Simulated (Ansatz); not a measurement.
# Is this MgH2 structure stable?

The cell was found from a structure generator's guess, not taken from experiment.

Method: Ansatz, DFT PBE, scalar-relativistic, plane waves, PAW. Cutoff 420 eV, Γ-centred 20×20×20 mesh (3-atom cell), Gaussian smearing of 0.10 eV, no spin polarisation.

```cif
data_structure
_symmetry_space_group_name_H-M 'Fm-3m'
_symmetry_Int_Tables_number 225
_cell_length_a 4.7575
_cell_length_b 4.7575
_cell_length_c 4.7575
_cell_angle_alpha 90.000
_cell_angle_beta 90.000
_cell_angle_gamma 90.000
_cell_volume 107.68
loop_
_atom_site_label
_atom_site_type_symbol
_atom_site_symmetry_multiplicity
_atom_site_Wyckoff_symbol
_atom_site_fract_x
_atom_site_fract_y
_atom_site_fract_z
_atom_site_occupancy
Mg1 Mg 4 b 0.50000 0.00000 0.00000 1
H1 H 8 c 0.25000 0.25000 0.75000 1
```

Energies over the elements count from the elements' standard structures at the same level (H₂ as a molecule), with no fitted energy shifts.

**Question.** These tests were run: energy against the elements; phonons at Γ; elastic tensor. What do they show?

**Answer.**

```
                       test                        result
energy against the elements                 −0.07 eV/atom
               phonons at Γ  lowest optical mode 665 cm⁻¹
             elastic tensor        least eigenvalue 7 GPa
```

It fails none of these tests outright. Other phases of the system weren't compared here, so this isn't yet thermodynamic stability. Phonons away from Γ weren't computed. Undecided within the accuracy: elastic tensor.

With hydrogen, zero-point motion can shift formation energies by some tens of meV/atom. The run for the phonons used a 20×20×20 k mesh and Fermi–Dirac smearing of 0.15 eV. The run for the elastic tensor used a 20×20×20 k mesh and Fermi–Dirac smearing of 0.15 eV.
